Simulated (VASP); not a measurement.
**CdF₂ (strained fluorite): one r²SCAN single-point calculation in two programs**

```
CELL_PARAMETERS angstrom
0.00000 2.74806 2.74806
2.74806 0.00000 2.74806
2.74806 2.74806 0.00000
ATOMIC_POSITIONS crystal
Cd 0.00000 0.00000 0.00000
F 0.25000 0.25000 0.25000
F 0.75000 0.75000 0.75000
```

The two codes use different PAW datasets and cutoffs. VASP's cell holds 26 valence electrons and Ansatz's 34. Ansatz's stress includes a Pulay correction; VASP's doesn't.

Cutoffs: 520 eV in VASP, 500 eV in Ansatz. k meshes: 8×8×8 and 8×8×8.

```csv
,VASP,Ansatz
gap between bands v and c,3.53 eV,3.57 eV
least direct gap,4.11 eV,4.16 eV
pressure,-5.1 GPa,-5.8 GPa
```

Band v is the last that the valence electrons fill when counted band by band, and c is the next. Levels in eV from the top of v, Ansatz:

| point | v−1 | v | c | c+1 |
| --- | --- | --- | --- | --- |
| Γ | -0.58 | -0.58 | 3.57 | 13.33 |
| X | -0.08 | -0.08 | 8.40 | 10.24 |
| K | -0.29 | -0.20 | 8.35 | 11.28 |
| L | -0.44 | -0.44 | 7.55 | 9.50 |
| W | -0.50 | 0.00 | 8.46 | 11.69 |

VASP:

```
point    v−1      v     c    c+1
    Γ  -0.58  -0.58  3.53  13.30
    X  -0.08  -0.08  8.36  10.20
    K  -0.29  -0.20  8.31  11.25
    L  -0.44  -0.44  7.51   9.49
    W  -0.49   0.00  8.42  11.68
```
